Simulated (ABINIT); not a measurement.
# Sb (P2_1/m) in ABINIT: reference runs, part 2 of 2

ABINIT 10.8.3 (patched build). Earlier steps stand in the parts before.

## 4. Single point, PBEsol (atoms moved at random, drawn with an rms of 0.05 Å)

File run.abi:

```
pp_dirpath "./"
pseudos "Sb.GGA_PBE-JTH.xml"

acell 5.900484631 8.2156183419 8.3261783872
rprim
     1.0000000000     0.0000000000     0.0000000000
     0.0000000000     1.0000000000     0.0000000000
    -0.0088322263     0.0000000000     0.9999609951
ntypat 1
znucl 51
natom 2
typat 1 1
xred
     0.0121760000     0.2614880000     0.2426090000
     1.0015420000     0.7464850000     0.7653540000
chkprim 0
chksymtnons 0
tolsym 1.0e-6

ecut 16.0
pawecutdg 32.0
pawxcdev 0

kptopt 1
ngkpt 9 6 6
nshiftk 1
shiftk 0.0 0.0 0.0

ixc -116133

nband 19
occopt 3
tsmear 0.05 eV

nstep 100
tolvrs 1.0e-9

iomode 3
prtwf 0
prteig 0
prtebands 0
enunit 2
prtden 1
prtvha 1
prtvclmb 1
prtpot 1
```

Potentials or basis: JTH PAW PBE v2.0.

Launch:

```bash
> abinit run.abi > log 2>&1
```

run.abo:

```text
.Version 10.8.3 of ABINIT
 Symmetries : space group P-1 (#  2); Bravais aP (primitive triclinic)
================================================================================
 Values of the parameters that define the memory need of the present run
     intxc =       0    ionmov =       0      iscf =      17    lmnmax =      18
     lnmax =       6     mgfft =      30  mpssoang =       3    mqgrid =    3001
     natom =       2  nloc_mem =       2    nspden =       1   nspinor =       1
    nsppol =       1      nsym =       2    n1xccc =       1    ntypat =       1
    occopt =       3   xclevel =       2
       mpw =        1253          nfft =       21600          nkpt =         164
 PAW method is used; the additional fine FFT grid is defined by:
   mgfftf=        45    nfftf =     64800
================================================================================
================================================================================

--------------------------------------------------------------------------------
------------- Echo of variables that govern the present computation ------------
--------------------------------------------------------------------------------
 -outvars: echo values of preprocessed input variables --------
            acell      5.9004846310E+00  8.2156183419E+00  8.3261783872E+00 Bohr
              amu      1.21753000E+02
          chkprim           0
      chksymtnons           0
             ecut      1.60000000E+01 Hartree
           enunit           2
                       outvar_i_n : Printing only first  50 k-points.
              ixc     -116133
                       outvar_i_n : Printing only first  50 k-points.
         kptrlatt        9    0    0      0    6    0      0    0    6
          kptrlen      4.92937101E+01
            natom           2
            nband          19
            ngfft          24      30      30
          ngfftdg          32      45      45
             nkpt         164
            nstep         100
             nsym           2
           ntypat           1
                       prtocc : prtvol=0, do not print more k-points.
           occopt           3
        pawecutdg      3.20000000E+01 Hartree
         pawxcdev           0
        prtebands           0
           prteig           0
           prtpot           1
         prtvclmb           1
[... 160 lines left out ...]
   2.00000    2.00000    2.00000    2.00000    2.00000    2.00000    0.00000    0.00000
   0.00000    0.00000    0.00000
 prteigrs : prtvol=0 or 1, do not print more k-points.

 Fermi (or HOMO) energy (eV) =   6.69209   Average Vxc (eV)=  -9.42394
 Eigenvalues (   eV  ) for nkpt= 164  k points:
 kpt#   1, nband= 19, wtk=  0.00309, kpt=  0.0000  0.0000  0.0000 (reduced coord)
 -22.51861  -22.50666  -22.44045  -22.41778  -22.38108  -22.37851  -22.33800  -22.33476
 -22.33379  -22.25578   -5.83418   -0.74500    2.99754    3.13501    8.57462    9.63995
   9.92336   10.08385   13.53741
 prteigrs : prtvol=0 or 1, do not print more k-points.

--- !EnergyTerms
iteration_state     : {dtset: 1, }
comment             : Components of total free energy in Hartree
kinetic             :  8.24247238097330E+00
hartree             :  4.70211013221823E+01
xc                  : -4.68334102826552E+00
Ewald energy        : -1.08738171596383E+02
psp_core            :  3.80336520493628E+00
local_psp           : -1.42518044299667E+02
PAW spherical_terms :  3.16492680183113E+01
internal            : -1.65223349997912E+02
'-kT*entropy'       : -4.95497540738914E-04
total_energy        : -1.65223845495452E+02
total_energy_eV     : -4.49596987682304E+03
...

--- !EnergyTermsDC
iteration_state     : {dtset: 1, }
comment             : '"Double-counting" decomposition of free energy'
band_energy         : -1.59428990252290E+01
Ewald energy        : -1.08738171596383E+02
psp_core            :  3.80336520493628E+00
xc_dc               : -4.63646998918021E+01
PAW spherical_terms :  2.01905933293827E+00
internal            : -1.65223345975539E+02
'-kT*entropy'       : -4.95497540738914E-04
total_energy_dc     : -1.65223841473080E+02
total_energy_dc_eV  : -4.49596976736871E+03
...

--- !EnergyTermsWithPAWCore
iteration_state     : {dtset: 1, }
comment             : 'Components of total free energy, including PAW core contributions'
Total energy        : -1.29576058073644E+04
Total energy DC     : -1.29576058033420E+04
Total energy (eV)   : -3.52594416447359E+05
Total energy DC (eV): -3.52594416337905E+05
...

 Cartesian components of stress tensor (hartree/bohr^3)
  sigma(1 1)=  5.41920788E-05  sigma(3 2)=  1.44219985E-05
  sigma(2 2)=  8.27560787E-05  sigma(3 1)= -2.95164964E-06
  sigma(3 3)=  7.53483039E-05  sigma(2 1)= -4.60875083E-07

-Cartesian components of stress tensor (GPa)         [Pressure= -2.0820E+00 GPa]
- sigma(1 1)=  1.59438600E+00  sigma(3 2)=  4.24309846E-01
- sigma(2 2)=  2.43476789E+00  sigma(3 1)= -8.68405305E-02
- sigma(3 3)=  2.21682364E+00  sigma(2 1)= -1.35594131E-02

== END DATASET(S) ==============================================================
================================================================================

 -outvars: echo values of variables after computation  --------
            acell      5.9004846310E+00  8.2156183419E+00  8.3261783872E+00 Bohr
           etotal     -1.6522384147E+02
            fcart     -2.6441030323E-04 -1.5904260102E-03  1.0644272294E-03
                       2.6441030323E-04  1.5904260102E-03 -1.0644272294E-03
            rprim      1.0000000000E+00  0.0000000000E+00  0.0000000000E+00
                       0.0000000000E+00  1.0000000000E+00  0.0000000000E+00
                      -8.8322263000E-03  0.0000000000E+00  9.9996099510E-01
           strten      5.4192078761E-05  8.2756078672E-05  7.5348303891E-05
                       1.4421998528E-05 -2.9516496363E-06 -4.6087508301E-07
           xangst      2.8577237550E-02  1.1368237860E+00  1.0688993471E+00
                       3.0974329910E+00  3.2453569720E+00  3.3720364492E+00
             xred      1.2176000000E-02  2.6148800000E-01  2.4260900000E-01
                       1.0015420000E+00  7.4648500000E-01  7.6535400000E-01
 Calculation completed.
```

Run time: 85 s. Hardware: 1 thread of Arm Neoverse V2, shared host; peak memory 0.21 GiB.

What came out:

- Free energy: -4495.9698 eV
- Pressure: -2.1 GPa
- Largest force: 0.099 eV/Å
- Band gap on the k mesh: none (metal or under the smearing width)
- Valence electrons inside the program's atomic spheres: Sb 12.40 (radii [1.2705] Å)

Forces on the atoms (eV/Å):
```
Sb  -0.014 -0.082  0.055
Sb   0.014  0.082 -0.055
```

Caveat: the PAW data sets were made with another functional, which shifts forces and pressure a little. The run has no spin-orbit coupling, so splittings on Sb are missing.

## 5. Overview

```csv
task,cell,gap on the mesh (eV),pressure (GPa),largest force (eV/Å)
single point,as given,none,-2.3,0.04
equation of state,as given,-,-,-
single point,"atoms moved at random, drawn with an rms of 0.05 Å",none,-2.1,0.10
```

Alike in all rows: level PBEsol; potentials or basis JTH PAW PBE v2.0; no spin polarisation; k mesh 9 × 6 × 6; cutoff (eV) 435; smearing fermi-dirac 0.05 eV.

Caveats: the PAW data sets were made with another functional, which shifts forces and pressure a little; pressures at fixed basis lie under the slope of the energies (some runs).

Total energies depend on the potentials used, so only differences within one code and one set of settings carry meaning.
